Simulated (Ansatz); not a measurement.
# MgO: the cost of one run

Program: Ansatz 0.2.0. Level of theory: DFT r2SCAN, scalar-relativistic, plane waves, PAW. These are calculated values, not measurements.

3 further runs of the same task are left out: 1 that didn't finish, 2 set aside as unsound or not needed.

## Step 1: The system as given

It takes space group P6_3mc (No. 186, hexagonal). The conventional cell has a = 4.577 Å, b = 4.577 Å, c = 7.454 Å, α = 90.00°, β = 90.00°, γ = 120.00°. Around Mg (site symmetry 3m) lie 4 Te at 2.80 Å. Te (site symmetry 3m) is surrounded by 4 Mg at 2.80 Å.

Structure file:

```cif
data_structure
_symmetry_space_group_name_H-M 'P 1'
_symmetry_Int_Tables_number 1
_cell_length_a 4.5775
_cell_length_b 4.5775
_cell_length_c 7.4537
_cell_angle_alpha 90.000
_cell_angle_beta 90.000
_cell_angle_gamma 120.000
_cell_volume 135.26
loop_
_atom_site_label
_atom_site_type_symbol
_atom_site_fract_x
_atom_site_fract_y
_atom_site_fract_z
_atom_site_occupancy
Mg1 Mg 0.33333 0.66667 0.99689 1
Mg2 Mg 0.66667 0.33333 0.49689 1
Te1 Te 0.33333 0.66667 0.37311 1
Te2 Te 0.66667 0.33333 0.87311 1
```

It goes back to an entry of the Materials Project, which need not be the stable form.

This cell was relaxed beforehand with the same method: volume 33.81 Å³/atom, gap on the mesh 3.16 eV.

## Step 2: Te → O: the starting cell

MgO starts from the relaxed positions of MgTe, with all lengths scaled by 0.821, a guess from tabulated radii.

## Step 3: A first look at the start (MgO)

The input, input.yaml:

```yaml
crystal:
  lattice:
    - [3.7567823745, 0.0, 0.0]
    - [-1.8783911873, 3.2534689728, 0.0]
    - [0.0, 0.0, 6.1173525397]
  atoms:
    - { symbol: Mg, position: [0.3333333333, 0.6666666667, 0.9968935151] }
    - { symbol: Mg, position: [0.6666666667, 0.3333333333, 0.4968935151] }
    - { symbol: O, position: [0.3333333333, 0.6666666667, 0.3731064849] }
    - { symbol: O, position: [0.6666666667, 0.3333333333, 0.8731064849] }
basis:
  ecutwfc: 500
kpoints:
  mp_grid: { grid: [6, 6, 4] }
hamiltonian:
  xc: r2scan
scf:
  occupations: { method: gaussian, width: 0.1 }
output:
  forces: true
  stress: true
  eigenvalues: true
```

On the command line:

```bash
ansatz run input.yaml --threads 1 --pin off --max-ram 2560MiB --backend cpu --events-out ev --progress --plain --runs-dir out
```

What time and memory should one allow on 1 thread of Arm Neoverse V2, shared host?

About 7 s, with a peak of 0.55 GiB.
